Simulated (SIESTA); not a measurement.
## MoS2 in SIESTA: the effect of Hubbard term

Slab: MoS2, a slab with vacuum.

```
CELL_PARAMETERS angstrom
3.18413 0.00000 0.00000
-1.59206 2.75753 0.00000
0.00000 0.00000 17.33460
ATOMIC_POSITIONS crystal
Mo 0.00000 0.00000 0.00000
S 0.33333 0.66667 0.91051
S 0.33333 0.66667 0.08949
```

Alike in all runs:

| Item | Value |
| --- | --- |
| Program | SIESTA 5.4.2 |
| Task | density of states |
| Functional | PBEsol |
| Potentials or basis | PseudoDojo 0.4 standard (PBEsol files) |
| Basis | DZP (energy shift 0.003 Ry; two zetas on semicore shells) |
| Grid cutoff | 800 Ry |
| Energy shift | 0.003 Ry |
| k mesh | 8 × 8 × 2 |
| Occupations | fermi-dirac, width 0.05 eV |
| Spin | no spin polarisation |
| Hubbard projector method | 1 |
| U from the first cycle | yes |
| broadening (eV) | 0.1 eV |
| window from (eV) | -10 eV |
| window to (eV) | 15 eV |
| energy points | 201 |

```csv
Hubbard term,gap on the mesh (eV),largest force (eV/Å)
none,1.75,0.24
Mo d U = 2 eV,1.77,0.14
Mo d U = 4 eV,1.78,0.03
Mo d U = 6 eV,?,?
```

Task: What does the run with Hubbard term Mo d U = 6 eV give?

Result: gap on the mesh 1.80 eV; largest force 0.09 eV/Å.

Worked out: A straight line through the other rows of the gap on the mesh, of slope 0.0075 eV per eV, extrapolates to 1.80 eV, against the run's 1.80. A straight line through the other rows of the largest force, of slope -0.0525 eV/Å per eV, extrapolates to -0.07 eV/Å, against the run's 0.09.

Caveats: the basis of atomic orbitals isn't converged, which shifts pressures, moduli and gaps.

A k mesh can miss the band edges.
